Q: Which functional makes simple cubic platinum largest, and which makes it stiffest?

Simple cubic Pt, calculated with Ansatz 0.2.0 using DFT with plane waves, scalar-relativistic PAW datasets made for PBE, and Fermi-Dirac smearing. Volumes, bulk moduli and their pressure derivatives come from third-order Birch-Murnaghan fits to energies extrapolated to zero smearing, for uniformly scaled crystals.

```
functional  wave cutoff  smearing width    k mesh  starting moments  volume per atom (Å³)  bulk modulus (GPa)  bulk modulus pressure derivative        magnetic order
       LDA       420 eV          0.1 eV  14×14×14              none                 16.96                 234                              5.32  no spin polarisation
       PBE       420 eV         0.05 eV  20×20×20          Pt +1 μB                 18.07                 186                              5.46          non-magnetic
      RPBE       420 eV          0.1 eV  13×13×13              none                 18.43                 168                              5.49  no spin polarisation
    r2SCAN       500 eV         0.05 eV  20×20×20          Pt +1 μB                 17.64                 205                              5.40          non-magnetic
  m-r2SCAN       500 eV         0.05 eV  20×20×20          Pt +1 μB                 17.64                 205                              5.40          non-magnetic
```

A: RPBE gives the largest crystal and LDA the stiffest. The bulk modulus is the pressure needed per relative loss of volume, so a high value means a crystal that is hard to squeeze. From LDA through r2SCAN and PBE to RPBE, the volume per atom grows and the bulk modulus falls at each step. Over the whole range the volume rises by about 9% and the modulus drops by 28%.

Q: Why should a functional that knows about density gradients give a larger crystal?

A: LDA treats each point as part of a uniform electron gas. PBE and RPBE also lower the energy where the density varies strongly compared with its own size, and RPBE rewards this more. When atoms move apart, the density between them thins out. Its variation then weighs more against its small size, so the energy gain grows with volume. That argument from theory amounts to an extra outward pressure. The calculation shows the pressure itself: held at the volume where LDA is at rest, the PBE crystal pushes outwards with about 14 GPa and the RPBE crystal with 17.5 GPa.

r2SCAN also uses the kinetic-energy density of the electrons, which helps it to tell kinds of bonding apart. Its place between LDA and PBE therefore doesn't follow from the gradient argument alone.

Q: m-r2SCAN agrees with r2SCAN in every digit. Does that confirm the result?

A: No, because the two had to agree once the crystal came out non-magnetic. m-r2SCAN is r2SCAN adapted for magnetism. Its modified kinetic-energy density also changes spin-polarised states that carry no current, so in a magnet the two could differ. Here the starting moment vanished with both, and without spin-orbit coupling there are no spin currents either, which leaves the modification nothing to act on. Count them as one result.

Q: The bonds stretch by only 3% from LDA to RPBE. Why does the stiffness suffer so much?

A: Squeezing the crystal confines its electrons more tightly and raises their kinetic energy. The resistance this causes fades quickly as the atoms move apart. The bulk modulus pressure derivative, $B'$, measures how quickly the stiffness changes with pressure. With $B$ for the bulk modulus, $V$ for the volume and $P$ for the pressure,

$$B=-V\frac{dP}{dV},\qquad B'=\frac{dB}{dP}\quad\Rightarrow\quad \frac{d\ln B}{d\ln V}=-B'.$$

Suppose that two functionals differ only by a constant outward pressure. They then share one curve of stiffness against volume, and for a nearly constant $B'$

$$B_2=B_1\left(\frac{V_1}{V_2}\right)^{B'}.$$

Take PBE as the start and predict RPBE, whose modulus doesn't enter the estimate:

$$B_2=186\ \text{GPa}\times\left(\frac{18.07}{18.43}\right)^{5.46}\approx 167\ \text{GPa}.$$

The RPBE calculation gives 168 GPa. Between these two functionals, the larger volume accounts for the softening. r2SCAN fits less well: from PBE the estimate gives 212 GPa, while the calculation gives 205 GPa.

Q: Does the same estimate work if I start from LDA?

A: It gets the direction right but softens the crystal too much. For PBE it predicts 167 GPa, which is 19 GPa below the PBE result. The formula isn't to blame, since LDA's own pressures in a crystal stretched to about 18 Å³ per atom give nearly the same low modulus. What fails is the assumption of a constant extra pressure.

Q: So is LDA really the functional with the stiffest bonds?

A: Only when each crystal is at its own volume. Squeeze them all to about 17 Å³ per atom, and LDA becomes the softest, with about 235 GPa against roughly 250 to 260 GPa for the others. The extra outward pressure of the other functionals grows as the crystal is compressed, and this adds stiffness. LDA's high modulus in the table thus comes from its short bonds. Some of the contrast at equal volume may stem from the atomic datasets, which were made for PBE and used for every functional here; that wasn't tested.

Q: What would change in platinum's ordinary structure, face-centred cubic?

A: Each atom would have twelve neighbours instead of six. If the PBE bond length stayed the same, the denser packing would shrink the volume per atom by a factor of $\sqrt2$, to about 13 Å³. Real platinum has roughly 15 Å³ (a recalled value), so its bonds must be longer: the bonding electrons are shared among more neighbours, and each bond is weaker. The gradient argument still holds there, so PBE should again give a larger crystal than LDA, and RPBE a larger one than PBE. The simple cubic crystal in this table was held in its symmetry, and whether it would keep that shape if left free wasn't tested.

Q: Which digits can I trust when I compare the functionals?

A: The order of the volumes is safe against the different smearing widths. Judged from how the electronic entropy changes with volume, removing the smearing shifts a volume by at most 0.03 Å³, while PBE and RPBE lie 0.36 Å³ apart. The second decimal of a volume deserves less trust, because the plane-wave cutoffs and k meshes also differ between rows. The atomic datasets made for PBE may shift the volumes of the other functionals too, by an amount that wasn't tested. I would read no physics into the small spread of the pressure derivative. LDA and RPBE ran without spin polarisation, so their lack of a magnetic moment is assumed; in the other rows a starting moment was given and vanished. For r2SCAN and m-r2SCAN, the stability of the resulting non-magnetic state wasn't checked.
